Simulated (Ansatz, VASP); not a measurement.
Pd in VASP and in Ansatz

```
CELL_PARAMETERS angstrom
2.75830 0.00000 0.00000
-1.37915 2.38876 0.00000
0.00000 0.00000 4.67155
ATOMIC_POSITIONS crystal
Pd 0.33333 0.66667 0.75000
Pd 0.66667 0.33333 0.25000
```

The cell was built by a generator and needn't be a form met in nature.

Alike in both runs: functional r2SCAN; k mesh 18 × 18 × 10; occupations gaussian, width 0.05 eV; no spin polarisation.

Ansatz relaxed the structure, and its values are those at the end. VASP's run is a single point on that final structure, the one shown.

|  | VASP | Ansatz |
| --- | --- | --- |
| version | VASP 6.6.1 | Ansatz 0.2.0 |
| potentials or method | VASP PAW PBE potentials, release 64 (Pd) | scalar-relativistic, plane waves, PAW |
| plane-wave cutoff (eV) | 520 | 600 |
| valence electrons in the cell | 20 | 36 |

```csv
,VASP,Ansatz,Ansatz less VASP
gap on the k mesh at the Fermi level (eV),none,none,-
pressure (GPa),-3.9,-4.5,-0.55
```

A gap of «none» marks a metal or a gap that the smearing closes. With one functional, cell and mesh, what is left measures potentials, basis and numerics. The two sets of potentials don't hold the same shells in valence.

Caveats: the PAW data sets were made with another functional, which shifts forces and pressure a little (VASP).
